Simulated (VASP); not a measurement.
These are LDA (Ceperley-Alder, Perdew-Zunger), VASP's LDA PAW potentials (set 64) (plane waves; VASP) values and carry that method's errors.

A VASP calculation is set up with these files.

### POSCAR
```
MgF2
1
    4.5323519141     0.0000000000     0.0000000000
    0.0000000000     4.5323519141     0.0000000000
    0.0000000000     0.0000000000     2.9991680484
Mg F
2 4
Direct
  0.0000000000   0.0000000000   0.0000000000
  0.5000000000   0.5000000000   0.5000000000
  0.3027590810   0.3027590810   0.0000000000
  0.8027590810   0.1972409190   0.5000000000
  0.1972409190   0.8027590810   0.5000000000
  0.6972409190   0.6972409190   0.0000000000
```

**INCAR**
```
ENCUT  =  520
LCHARG  =  T
NEDOS  =  601   ! DOS grid
SYSTEM  =  MgF2
NELM  =  100   ! most electronic steps
LEFG  =  T
ISMEAR  =  -5
LWAVE  =  F
LREAL  =  F   ! projection in real space or not
LORBIT  =  11   ! lm-projected
ALGO  =  Normal
PREC  =  Accurate
ISIF  =  2
EDIFF  =  1E-7   ! SCF stop (eV)
LASPH  =  T   ! aspherical one-centre terms
```

KPOINTS:
```
kpoints
0
Gamma
6 6 8
0 0 0
```

POTCAR, in this order: Mg F (LDA.64 set). Program: vasp_std.

The resulting files:

File OSZICAR:
```
       N       E                     dE             d eps       ncg     rms          rms(c)
DAV:   1     0.196886975631E+03    0.19689E+03   -0.18472E+04  2104   0.151E+03
DAV:   2    -0.282255859764E+02   -0.22511E+03   -0.21764E+03  2628   0.337E+02
DAV:   3    -0.375703169775E+02   -0.93447E+01   -0.93096E+01  2348   0.710E+01
DAV:   4    -0.376297143348E+02   -0.59397E-01   -0.59384E-01  2288   0.648E+00
DAV:   5    -0.376300450743E+02   -0.33074E-03   -0.33073E-03  2288   0.495E-01    0.955E+00
DAV:   6    -0.351587801314E+02    0.24713E+01   -0.10127E+01  2260   0.244E+01    0.286E+00
DAV:   7    -0.351095103914E+02    0.49270E-01   -0.10357E-01  2132   0.234E+00    0.175E+00
DAV:   8    -0.350839704788E+02    0.25540E-01   -0.27758E-02  2360   0.210E+00    0.143E-01
DAV:   9    -0.350839277703E+02    0.42709E-04   -0.19684E-03  2344   0.335E-01    0.602E-02
DAV:  10    -0.350839459614E+02   -0.18191E-04   -0.14142E-04  2212   0.961E-02    0.458E-03
DAV:  11    -0.350839456141E+02    0.34729E-06   -0.31481E-06  2288   0.142E-02    0.130E-03
DAV:  12    -0.350839456663E+02   -0.52212E-07   -0.10441E-07  1488   0.308E-03
   1 F= -.35083946E+02 E0= -.35083946E+02  d E =0.000000E+00
```

File OUTCAR:
```
------------------------ aborting loop because EDIFF is reached ----------------------------------------
  FORCE on cell =-STRESS in cart. coord.  units (eV):
  Direction    XX          YY          ZZ          XY          YZ          ZX
  --------------------------------------------------------------------------------------
  Total       -0.0912785     -0.0912785      0.0476656     -0.0000000      0.0000000      0.0000000
  in kB       -2.3737281     -2.3737281      1.2395607     -0.0000000      0.0000000      0.0000000
  external PRESSURE =      -1.1692985 kB  Pullay stress =       0.0000000 kB
  volume of cell :       61.61
      direct lattice vectors                 reciprocal lattice vectors
     4.532351914  0.000000000  0.000000000     0.220636001  0.000000000  0.000000000
     0.000000000  4.532351914  0.000000000     0.000000000  0.220636001  0.000000000
     0.000000000  0.000000000  2.999168048     0.000000000  0.000000000  0.333425798
 POSITION                                       TOTAL-FORCE (eV/Angst)
 -----------------------------------------------------------------------------------
      0.00000      0.00000      0.00000         0.000000      0.000000      0.000000
      2.26618      2.26618      1.49958         0.000000      0.000000      0.000000
      1.37221      1.37221      0.00000        -0.011445     -0.011445     -0.000000
      3.63839      0.89397      1.49958        -0.011445      0.011445      0.000000
      0.89397      3.63839      1.49958         0.011445     -0.011445      0.000000
      3.16014      3.16014      0.00000         0.011445      0.011445      0.000000
 -----------------------------------------------------------------------------------
    total drift:                                0.000000      0.000000     -0.000000
  FREE ENERGIE OF THE ION-ELECTRON SYSTEM (eV)
  ---------------------------------------------------
  free  energy   TOTEN  =       -35.0839456663 eV

  energy  without entropy=      -35.0839456663  energy(sigma->0) =      -35.08394567

 total charge

# of ion       s       p       d       tot
------------------------------------------
    1        0.141   0.187   0.090   0.418
    2        0.141   0.187   0.090   0.418
    3        1.722   4.420   0.000   6.142
    4        1.722   4.420   0.000   6.142
    5        1.722   4.420   0.000   6.142
    6        1.722   4.420   0.000   6.142
--------------------------------------------------
tot          7.171  18.053   0.180  25.405
```
(Selected blocks of OUTCAR.)

File OUTCAR:
```
 val. band max:       -1.2175343364   @ k =   0.0000   0.0000   0.0000

 cond. band min:       5.9424644886   @ k =   0.0000   0.0000   0.0000


 Fermi energy:        -1.1638037746

 k-point     1 :       0.0000    0.0000    0.0000
  band No.  band energies     occupation
      1     -21.8328      2.00000
      2     -20.8525      2.00000
      3     -20.8525      2.00000
      4     -20.7408      2.00000
      5      -5.6292      2.00000
      6      -4.0593      2.00000
      7      -3.5059      2.00000
      8      -3.5059      2.00000
      9      -3.2924      2.00000
     10      -3.2519      2.00000
     11      -2.5487      2.00000
     12      -2.5487      2.00000
     13      -1.9765      2.00000
     14      -1.5510      2.00000
     15      -1.5510      2.00000
     16      -1.2175      2.00000
     17       5.9425      0.00000
     18      10.9919      0.00000
     19      10.9919      0.00000
     20      12.3472      0.00000

 k-point     2 :       0.1667    0.0000    0.0000
  band No.  band energies     occupation
      1     -21.7786      2.00000
      2     -20.9593      2.00000
      3     -20.8374      2.00000
      4     -20.7117      2.00000
      5      -5.5171      2.00000
      6      -4.0033      2.00000
      7      -3.8822      2.00000
      8      -3.3480      2.00000
      9      -3.2465      2.00000
     10      -2.9559      2.00000
     11      -2.6031      2.00000
     12      -2.5114      2.00000
     13      -2.0157      2.00000
     14      -1.8240      2.00000
     15      -1.5760      2.00000
     16      -1.2939      2.00000
     17       6.3056      0.00000
     18      10.5589      0.00000
     19      11.1720      0.00000
     20      12.4666      0.00000

 k-point     3 :       0.3333    0.0000    0.0000
  band No.  band energies     occupation
      1     -21.6276      2.00000
      2     -21.1680      2.00000
      3     -20.7982      2.00000
      4     -20.7119      2.00000
      5      -5.2253      2.00000
...
```

The compound is MgF2 in the rutile structure. It was relaxed first, which changed the volume by -5 %.
